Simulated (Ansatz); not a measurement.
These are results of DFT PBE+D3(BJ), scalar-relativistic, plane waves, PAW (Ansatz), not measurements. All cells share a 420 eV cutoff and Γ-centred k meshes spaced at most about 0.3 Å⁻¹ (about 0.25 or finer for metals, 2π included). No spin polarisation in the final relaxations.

Temperature and zero-point effects are left out.

Compare these two cells of H2Se, each relaxed at this level.

1.

Space group P-3m1 (No. 164). a = 3.258 Å, b = 3.258 Å, c = 3.913 Å, α = 90.00°, β = 90.00°, γ = 120.00°
```json
{"atom": "H", "site": "2d", "symmetry": "3m.", "x": "0.3333", "y": "0.6667", "z": "0.1446"}
{"atom": "Se", "site": "1a", "symmetry": "-3m.", "x": "0.0000", "y": "0.0000", "z": "0.0000"}
```

2.

Space group P4mm (No. 99). a = 3.384 Å, b = 3.384 Å, c = 4.101 Å, α = 90.00°, β = 90.00°, γ = 90.00°
```tsv
atom	site	symmetry	x	y	z
H	2c	2mm.	0.0000	0.5000	0.6985
Se	1b	4mm	0.5000	0.5000	0.8196
```

Task: Which form is favoured at zero pressure, and by what margin per atom?

Result: Cell 2 is lower, by 0.34 eV/atom. Cell 1 has space group P-3m1 (No. 164), 12.0 Å³/atom and no gap on its mesh; cell 2 has space group P4mm (No. 99), 15.7 Å³/atom and no gap. Counting Se atoms around H (those within 1.25 times the shortest such distance or 1.15 times the sum of covalent radii, 1.27 where that leaves under three), cell 1 has H 3 and cell 2 has H 2. Even the lower one lies +0.30 eV/atom against the reference forms of the elements (uncorrected), so neither is stable at this level. In cell 1, H is surrounded by 3 Se at 1.96 Å and 3 H at 2.20 Å; around Se lie 6 H at 1.96 Å. In cell 2, H has 2 Se at 1.76 Å; around Se lie 4 H at 1.76 Å. Both come from invented guesses. A third cell relaxed alike, in Cmmm, lies 213 meV/atom below the lower of the two. The part of the Crystallography Open Database at hand lists H2Se in space group No. 225, which no cell shown has.

With hydrogen, zero-point motion can shift such differences by 10 meV/atom or more. Cells relaxed within their symmetry can be saddle points.
